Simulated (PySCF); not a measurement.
Runs of PySCF 2.14.0 on Pb. Symmetry: Fm-3m, No. 225, cubic system. Conventional cell: a = 4.950 Å, b = 4.950 Å, c = 4.950 Å, α = 90.00°, β = 90.00°, γ = 90.00°. Around Pb (site symmetry m-3m) lie 12 Pb at 3.50 Å. 

| task | level | k mesh | band path | conv_tol | max_cycle | gap on the mesh (eV) | V0 of scaled cells (Å³/atom) | B0 (GPa) |
| --- | --- | --- | --- | --- | --- | --- | --- | --- |
| band structure | r2SCAN | 7 × 7 × 7 | GXWKGLUWLK,UX | 1e-07 Ha | 60 | none | - | - |
| band structure | LDA | 7 × 7 × 7 | GXWKGLUWLK,UX | 1e-07 Ha | 60 | none | - | - |
| band structure | PBEsol | 7 × 7 × 7 | GXWKGLUWLK,UX | 1e-07 Ha | 60 | none | - | - |
| equation of state | LDA | 8 × 8 × 8 | - | - | - | - | (a) | 44 |
| equation of state | PBEsol | 8 × 8 × 8 | - | - | - | - | 31.62 | 45 |

Alike in all rows: potentials or basis DZVP-MOLOPT-SR/GTH-PBE (potentials made for PBE); no spin polarisation; cell as given; smearing fermi-dirac 0.05 eV.

Task: Fill in the values left out.

Result: (a) 31.76.

Caveats: the potentials were made for another functional, which shifts forces and pressure; the basis of atomic orbitals isn't converged, which shifts pressures, moduli and gaps; spin-orbit coupling is left out, which moves the levels of the heavy elements (some runs); meta-GGAs need a finer uniform grid than this (some runs).

A k mesh can miss the band edges, and the runs leave out spin-orbit coupling on Pb.

A gap of «none» marks a metal or a gap under the smearing width.

Runs at the PBE level aren't shown here.
